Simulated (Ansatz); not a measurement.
# Pd: the cost of one run

All numbers below are computed with Ansatz 0.2.0 (DFT PBE, plane waves, PAW, scalar-relativistic, no spin polarisation).

## (1) Starting point

The cell holds 18 atoms (Pd18): a = 11.670 Å, b = 5.501 Å, c = 15.751 Å, α = 90.00°, β = 90.00°, γ = 90.00°.

The coordinates stand in the first input below.

## (2) Preparing the start

input.yaml reads:

```yaml
accuracy: low
crystal:
  lattice:
    - [11.67, 0.0, 0.0]
    - [0.0, 5.501291, 0.0]
    - [0.0, 0.0, 15.750645]
  atoms:
    - { symbol: Pd, position: [0.0, 0.0, 0.0634895] }
    - { symbol: Pd, position: [0.3333333, 0.0, 0.0634895] }
    - { symbol: Pd, position: [0.6666667, 0.0, 0.0634895] }
    - { symbol: Pd, position: [0.0, 0.5, 0.0634895] }
    - { symbol: Pd, position: [0.3333333, 0.5, 0.0634895] }
    - { symbol: Pd, position: [0.6666667, 0.5, 0.0634895] }
    - { symbol: Pd, position: [0.1666667, 0.25, 0.150808] }
    - { symbol: Pd, position: [0.5, 0.25, 0.150808] }
    - { symbol: Pd, position: [0.8333333, 0.25, 0.150808] }
    - { symbol: Pd, position: [0.1666667, 0.75, 0.150808] }
    - { symbol: Pd, position: [0.5, 0.75, 0.150808] }
    - { symbol: Pd, position: [0.8333333, 0.75, 0.150808] }
    - { symbol: Pd, position: [0.0, 0.0, 0.2381265] }
    - { symbol: Pd, position: [0.3333333, 0.0, 0.2381265] }
    - { symbol: Pd, position: [0.6666667, 0.0, 0.2381265] }
    - { symbol: Pd, position: [0.0, 0.5, 0.2381265] }
    - { symbol: Pd, position: [0.3333333, 0.5, 0.2381265] }
    - { symbol: Pd, position: [0.6666667, 0.5, 0.2381265] }
basis:
  ecutwfc: 420.0
kpoints:
  mp_grid: { grid: [1, 2, 1] }
hamiltonian:
  xc: pbe
scf:
  occupations: { method: fermi_dirac, width: 0.1 }
  lower_state_search: "off"
relax:
  f_tol: 0.08
  max_steps: 25
  adjacent_minimum: "off"
  constraints: [{ sites: [0, 1, 2, 3, 4, 5] }]
output:
  write_density: true
  write_potential: true
  elf: true
  volumetric_format: npy
```

On the command line:

```bash
$ ansatz run input.yaml --threads 4 --pin off --max-ram 10240MiB --backend cpu --events-out ev --progress --plain --runs-dir out
```

Q: Estimate wall time and peak memory on 4 threads of Intel Xeon 6975P-C (Granite Rapids), shared host.

About 12 s, with a peak of 1.9 GiB.
